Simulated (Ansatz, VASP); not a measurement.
## AgBr in VASP and in Ansatz

The input INCAR:

```
PREC     = Accurate       # precision mode
ENCUT    = 520            # plane-wave cutoff, eV
EDIFF    = 1E-7           # SCF threshold, eV
ISMEAR   = -1             # smearing method
SIGMA    = 0.05           # smearing width, eV
LREAL    = False          # projectors in reciprocal space
LASPH    = True           # aspherical terms in the spheres
NELM     = 100            # most SCF steps
ALGO     = Normal         # electronic algorithm
ISIF     = 2              # what is computed and relaxed
LWAVE    = False          # write WAVECAR
LCHARG   = False          # write CHGCAR
GGA      = PE             # functional
NBANDS   = 16             # bands
```

The input KPOINTS:

```
regular mesh
0
Gamma
  8 8 8
```

The input POSCAR:

```
AgBr
1.0
    0.0000000000      2.8313594341      2.8313594341
    2.8313594341      0.0000000000      2.8313594341
    2.8313594341      2.8313594341      0.0000000000
Ag Br
1 1
Direct
    0.0000000000      0.0000000000      0.0000000000
    0.5000000000      0.5000000000      0.5000000000
```

Contents of input.yaml:

```yaml
crystal:
  lattice:
    - [0.0, 2.8313594341, 2.8313594341]
    - [2.8313594341, 0.0, 2.8313594341]
    - [2.8313594341, 2.8313594341, 0.0]
  atoms:
    - { symbol: Ag, position: [0.0, 0.0, 0.0] }
    - { symbol: Br, position: [0.5, 0.5, 0.5] }
hamiltonian:
  xc: pbe
  pseudopotentials: { kind: paw }
kpoints:
  mp_grid: { grid: [8, 8, 8] }
scf:
  occupations: { method: fermi_dirac, width: 0.05 }
output:
  forces: true
  stress: true
  eigenvalues: true
```

Change from the starting cell: volume scaled by 0.96.

Alike in both runs: task single point; functional PBE; k mesh 8 × 8 × 8; occupations fermi-dirac, width 0.05 eV; no spin polarisation.

|  | VASP | Ansatz |
| --- | --- | --- |
| version | VASP 6.6.1 | Ansatz 0.2.0 |
| potentials or method | VASP PAW PBE potentials, release 64 (Ag, Br) | Ansatz PAW |
| plane-wave cutoff (eV) | 520 | 420 |
| valence electrons in the cell | 18 | 26 |

|  | VASP | Ansatz | Ansatz less VASP |
| --- | --- | --- | --- |
| gap on the k mesh at the Fermi level (eV) | 0.67 | 0.67 | +0.001 |
| least direct gap on the mesh (eV) | 2.75 | 2.75 | +0.001 |
| pressure (GPa) | 4.6 | 4.6 | +0.06 |

The functional is the same, so the differences come from potentials, cutoffs and numerics. The two sets of potentials don't hold the same shells in valence.

A k mesh can miss the band edges.
